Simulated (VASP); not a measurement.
# CoPdO2 in VASP: reference runs

Aim: a first look at CoPdO2 with PBE, on the cell as given.

Program: VASP 6.6.1. These are calculated values, not measurements. Logs are shortened: lines on timing, memory, paths and dates and some standing lists are left out, and cuts for length are marked.

### Step 1. The cell of the first run

The cell holds a slab with vacuum, 8 atoms: a = 2.845 Å, b = 2.845 Å, c = 24.915 Å, α = 90.00°, β = 90.00°, γ = 120.00°.

### Step 2. Single point, PBE, collinear spin, ferromagnetic start (the (0 0 1) slab of CoPdO2, cut from the database cell, not relaxed)

Input file INCAR:

```
PREC = Accurate ; ENCUT = 520
EDIFF = 1E-7 ; ISMEAR = -1
SIGMA = 0.05 ; LREAL = F
LASPH = T ; NELM = 120
ALGO = Normal ; ISIF = 2
LWAVE = F ; LCHARG = F
ISPIN = 2 ; MAGMOM = 0 0 0 0 2 2 0 0
LORBIT = 11 ; LMAXMIX = 4
LDIPOL = T ; IDIPOL = 3
DIPOL = 0.5 0.5 0.490 ; GGA = PE
NBANDS = 45
```

Input file KPOINTS:

```
Automatic mesh
0
Gamma
  11 11 1
```

Input file POSCAR:

```
CoPdO2
1.0
    2.8449990154      0.0000000000      0.0000000000
   -1.4224995077      2.4638414211      0.0000000000
    0.0000000000      0.0000000000     24.9147580000
O Co Pd
4 2 2
Direct
    0.0000000000      0.0000000000      0.3010264037
    0.6666666667      0.3333333333      0.3792738424
    0.6666666667      0.3333333333      0.5402420525
    0.3333333333      0.6666666667      0.6184894912
    0.3333333333      0.6666666667      0.3401501231
    0.0000000000      0.0000000000      0.5793657719
    0.6666666667      0.3333333333      0.4597579475
    0.3333333333      0.6666666667      0.6989735963
```

Potentials or basis: VASP PAW PBE potentials, release 64 (O, Co, Pd).

Command:

```
$ cat potpaw_PBE.64/O/POTCAR potpaw_PBE.64/Co/POTCAR potpaw_PBE.64/Pd/POTCAR > POTCAR
$ mpirun -np 1 vasp_std > vasp.out
```

OUTCAR:

```text
PREC = Accurate
   ENCUT = 520
   EDIFF = 1E-7
   ISMEAR = -1
   LREAL = F
   LASPH = T
   NELM = 120
   ISIF = 2
   ISPIN = 2
   LORBIT = 11
   GGA = PE

 ion  position               nearest neighbor table
   1  0.000  0.000  0.301-   5 1.91   5 1.91   5 1.91
   2  0.667  0.333  0.379-   5 1.91   5 1.91   5 1.91   7 2.01
   3  0.667  0.333  0.540-   6 1.91   6 1.91   6 1.91   7 2.01
   4  0.333  0.667  0.618-   6 1.91   6 1.91   6 1.91   8 2.01
   5  0.333  0.667  0.340-   2 1.91   2 1.91   2 1.91   1 1.91   1 1.91   1 1.91
   6  0.000  0.000  0.579-   4 1.91   4 1.91   4 1.91   3 1.91   3 1.91   3 1.91
   7  0.667  0.333  0.460-   3 2.01   2 2.01
   8  0.333  0.667  0.699-   4 2.01

  LATTYP: Found a hexagonal cell.
 ALAT       =     2.8449990154
 C/A-ratio  =     8.7573872135

  Lattice vectors:

 A1 = (   2.8449990154,   0.0000000000,   0.0000000000)
 A2 = (  -1.4224995077,   2.4638414211,   0.0000000000)
 A3 = (   0.0000000000,   0.0000000000,  24.9147580000)

Analysis of symmetry for initial positions (statically):
=====================================================================
 Subroutine PRICEL returns:
 Original cell was already a primitive cell.

 Routine SETGRP: Setting up the symmetry group for a
 hexagonal supercell.

 Subroutine GETGRP returns: Found  6 space group operations
 (whereof  6 operations were pure point group operations)
 out of a pool of 24 trial point group operations.

The static configuration has the point symmetry C_3v.

Analysis of symmetry for dynamics (positions and initial velocities):
=====================================================================
 Subroutine PRICEL returns:
 Original cell was already a primitive cell.

 Routine SETGRP: Setting up the symmetry group for a
 hexagonal supercell.

 Subroutine GETGRP returns: Found  6 space group operations
 (whereof  6 operations were pure point group operations)
 out of a pool of 24 trial point group operations.

The dynamic configuration has the point symmetry C_3v.

Analysis of structural, dynamic, and magnetic symmetry:
=====================================================================
 Subroutine PRICEL returns:
 Original cell was already a primitive cell.

 Routine SETGRP: Setting up the symmetry group for a
 hexagonal supercell.

 Subroutine GETGRP returns: Found  6 space group operations
 (whereof  6 operations were pure point group operations)
 out of a pool of 24 trial point group operations.

The overall configuration has the point symmetry C_3v.

 Subroutine INISYM returns: Found  6 space group operations
 (whereof  6 operations are pure point group operations),
 and found     1 'primitive' translations

----------------------------------------------------------------------------------------

                                     Primitive cell

  volume of cell :     174.6431

  direct lattice vectors                    reciprocal lattice vectors
     2.844999015  0.000000000  0.000000000     0.351493971  0.202935138  0.000000000
    -1.422499508  2.463841421  0.000000000     0.000000000  0.405870277  0.000000000
     0.000000000  0.000000000 24.914758000     0.000000000  0.000000000  0.040136854

  length of vectors
     2.844999015  2.844999015 24.914758000     0.405870277  0.405870277  0.040136854

  position of ions in fractional coordinates (direct lattice)
     0.000000000  0.000000000  0.301026404
     0.666666667  0.333333333  0.379273842
     0.666666667  0.333333333  0.540242052
     0.333333333  0.666666667  0.618489491
     0.333333333  0.666666667  0.340150123
     0.000000000  0.000000000  0.579365772
     0.666666667  0.333333333  0.459757948
     0.333333333  0.666666667  0.698973596

  ion indices of the primitive-cell ions
   primitive index   ion index
                 1           1
                 2           2
                 3           3
                 4           4
                 5           5
                 6           6
[... 53 lines left out ...]
   NGX,Y,Z   is equivalent  to a cutoff of  14.02, 14.02, 12.81 a.u.
   NGXF,Y,Z  is equivalent  to a cutoff of  28.05, 28.05, 25.62 a.u.
 SYSTEM =  unknown system
   PREC   = accura    normal or accurate (medium, high low for compatibility)
   ISTART =      0    job   : 0-new  1-cont  2-samecut
   ICHARG =      2    charge: 1-file 2-atom 10-const
   ISPIN  =      2    spin polarized calculation?
   LNONCOLLINEAR =      F non collinear calculations
   LSORBIT =      F    spin-orbit coupling
   LASPH  =      T    aspherical Exc in radial PAW
   ENCUT  =  520.0 eV  38.22 Ry    6.18 a.u.   5.29  5.29 46.32*2*pi/ulx,y,z
   NELM   =    120;   NELMIN=  2; NELMDL= -5     # of ELM steps
   EDIFF  = 0.1E-06   stopping-criterion for ELM
   LREAL  =      F    real-space projection
   EDIFFG = 0.1E-05   stopping-criterion for IOM
   NSW    =      0    number of steps for IOM
   IBRION =     -1    ionic relax: 0-MD 1-quasi-New 2-CG
   NFREE  =      0    steps in history (QN), initial steepest desc. (CG)
   ISIF   =      2    stress and relaxation
   ISYM   =      2    0-nonsym 1-usesym 2-fastsym
   POTIM  = 0.5000    time-step for ionic-motion
   TEBEG  =    0.0;   TEEND  =   0.0 temperature during run
   PSTRESS=    0.0 pullay stress
   NELECT =      62.0000    total number of electrons
   NUPDOWN=      -1.0000    fix difference up-down
   EMIN   =  10.00;   EMAX   =-10.00  energy-range for DOS
   EFERMI =   0.00;   METHOD = LEGACY
   ISMEAR =    -1;   SIGMA  =   0.05  broadening in eV -4-tet -1-fermi 0-gaus
   EFERMI_NEDOS =   21; number of points for ismear=-14 and -15
   IALGO  =     38    algorithm
   IMIX   =      4    mixing-type and parameters
     AMIX     =   0.40;   BMIX     =  1.00
     AMIX_MAG =   1.60;   BMIX_MAG =  1.00
  volume/ion in A,a.u.               =      21.83       147.32
  Fermi-wavevector in a.u.,A,eV,Ry     =   1.159191  2.190553 18.282462  1.343723
  Thomas-Fermi vector in A             =   2.295786
   LORBIT       =     11    0 simple, 1 ext, 2 COOP (PROOUT), +10 PAW based schemes
   GGA     = PE    functional components
   LHFCALC =     F    Hartree Fock is set to
   AEXX    =    0.0000 exact exchange contribution
   IVDW    =     0    specifies the selected vdW correction
   LEPSILON=     F    determine dielectric tensor
   LRPA    =     F    only Hartree local field effects (RPA)
 spin polarized calculation
  energy-cutoff  :      520.00
  volume of cell :      174.64
 maximum number of plane-waves:      4737
 NGX is ok and might be reduce to    24
   NGX = 11   NGY = 11   NGZ = 93

 dipolmoment           0.000000      0.000000      0.037713 electrons x Angstroem

 number of electron      62.0000002 magnetization       1.0381372

 dipolmoment           0.000000      0.000000     -0.123905 electrons x Angstroem

 Free energy of the ion-electron system (eV)
  ---------------------------------------------------
  ext. energy  EPLUGINS =         0.00000000
  ---------------------------------------------------
  free energy    TOTEN  =       -49.76783836 eV

  energy without entropy =      -49.73265468  energy(sigma->0) =      -49.75024652

 E-fermi :   0.2680     XC(G=0):  -6.5245

 val. band max:        0.2599790828   @ k =   0.2727   0.0909   0.0000
 cond. band min:       0.2822299501   @ k =   0.0000   0.0000   0.0000
 fundamental gap:      0.0222508673
 Fermi energy:         0.2680470284

 spin component 1

 k-point     1 :       0.0000    0.0000    0.0000
  band No.  band energies     occupation
      1     -20.5243      1.00000
      2     -19.7904      1.00000
      3     -18.8920      1.00000
      4     -17.6272      1.00000
      5      -7.7532      1.00000
      6      -6.5242      1.00000
[... 725 lines left out ...]
     42      11.1685      0.00000
     43      11.3179      0.00000
 Fermi energy:         0.2680470284

 spin component 2

 k-point     1 :       0.0000    0.0000    0.0000
  band No.  band energies     occupation
      1     -20.4817      1.00000
      2     -19.7479      1.00000
      3     -18.8430      1.00000
      4     -17.5424      1.00000
      5      -7.6827      1.00000
      6      -6.4036      1.00000
[... 725 lines left out ...]
     42      11.1797      0.00000
     43      11.4029      0.00000
 [bands above 43 left out]

------------------------ aborting loop because EDIFF is reached ----------------------------------------

 vacuum level on the upper side and lower side of the slab       (xc-potential included)        -1.680         1.470

  FORCE on cell =-STRESS in cart. coord.  units (eV):
  Direction    XX          YY          ZZ          XY          YZ          ZX
  --------------------------------------------------------------------------------------
  -------------------------------------------------------------------------------------
  Total       -0.9456306     -0.9456306      0.4193449      0.0000000      0.0000000      0.0000000
  in kB       -8.6752214     -8.6752214      3.8470729      0.0000000      0.0000000      0.0000000
  external PRESSURE =      -4.5011233 kB  Pullay stress =       0.0000000 kB

 VOLUME and BASIS-vectors are now :
 -----------------------------------------------------------------------------
  energy-cutoff  :      520.00
  volume of cell :      174.64
      direct lattice vectors                 reciprocal lattice vectors
     2.844999015  0.000000000  0.000000000     0.351493971  0.202935138  0.000000000
    -1.422499508  2.463841421  0.000000000     0.000000000  0.405870277  0.000000000
     0.000000000  0.000000000 24.914758000     0.000000000  0.000000000  0.040136854

 POSITION                                       TOTAL-FORCE (eV/Angst)
 -----------------------------------------------------------------------------------
      0.00000      0.00000      7.50000         0.000000      0.000000      1.226653
      1.42250      0.82128      9.44952         0.000000     -0.000000      0.131474
      1.42250      0.82128     13.46000        -0.000000     -0.000000      0.092366
     -0.00000      1.64256     15.40952        -0.000000      0.000000     -0.612228
     -0.00000      1.64256      8.47476        -0.000000      0.000000     -1.368673
      0.00000      0.00000     14.43476         0.000000      0.000000     -0.008104
      1.42250      0.82128     11.45476         0.000000      0.000000     -0.100858
     -0.00000      1.64256     17.41476         0.000000      0.000000      0.639369
 -----------------------------------------------------------------------------------
    total drift:                               -0.000000      0.000000      0.000120

  FREE ENERGIE OF THE ION-ELECTRON SYSTEM (eV)
  ---------------------------------------------------
  free  energy   TOTEN  =       -49.7678383644 eV

  energy  without entropy=      -49.7326546764  energy(sigma->0) =      -49.75024652

 vacuum level on the upper side and lower side of the slab         4.643         7.854

 total charge

# of ion       s       p       d       tot
------------------------------------------
    1        1.588   3.311   0.000   4.899
    2        1.562   3.437   0.000   4.999
    3        1.561   3.431   0.000   4.992
    4        1.570   3.410   0.000   4.980
    5        0.434   0.660   7.241   8.335
    6        0.424   0.645   7.318   8.387
    7        0.471   0.458   8.446   9.376
    8        0.422   0.317   8.499   9.238
--------------------------------------------------
tot          8.031  15.671  31.505  55.207

 magnetization (x)

# of ion       s       p       d       tot
------------------------------------------
    1        0.001   0.057   0.000   0.058
    2        0.000   0.016   0.000   0.016
    3        0.000   0.005   0.000   0.006
    4        0.009   0.038   0.000   0.047
    5        0.004   0.006   0.340   0.350
    6        0.002   0.004   0.121   0.127
    7        0.002   0.001  -0.006  -0.002
    8       -0.003   0.006   0.390   0.393
--------------------------------------------------
tot          0.015   0.133   0.845   0.992
```

Run time: 15 min. Hardware: 1 thread of Intel Xeon Platinum 8559C (Emerald Rapids), shared host; peak memory 0.51 GiB.

Results:

```
Free energy                                           : -49.7678 eV
Largest force                                         : 1.369 eV/Å
Band gap on the k mesh                                : none (metal or under the smearing width)
Net moment                                            : 1.04 μB per cell
Site moments                                          : O +0.06, +0.02, +0.01, +0.05; Co +0.35, +0.13; Pd -0.00, +0.39 μB
Valence electrons inside the program's atomic spheres : O 4.90, 5.00, 4.99, 4.98; Co 8.34, 8.39; Pd 9.38, 9.24
```

Forces on the atoms (eV/Å):
```
O    0.000  0.000  1.227
O    0.000  0.000  0.131
O    0.000  0.000  0.092
O    0.000  0.000 -0.612
Co   0.000  0.000 -1.369
Co   0.000  0.000 -0.008
Pd   0.000  0.000 -0.101
Pd   0.000  0.000  0.639
```

Caveat: semilocal functionals often make such compounds metallic where correlation or magnetic order opens a gap, which also shifts bond lengths.
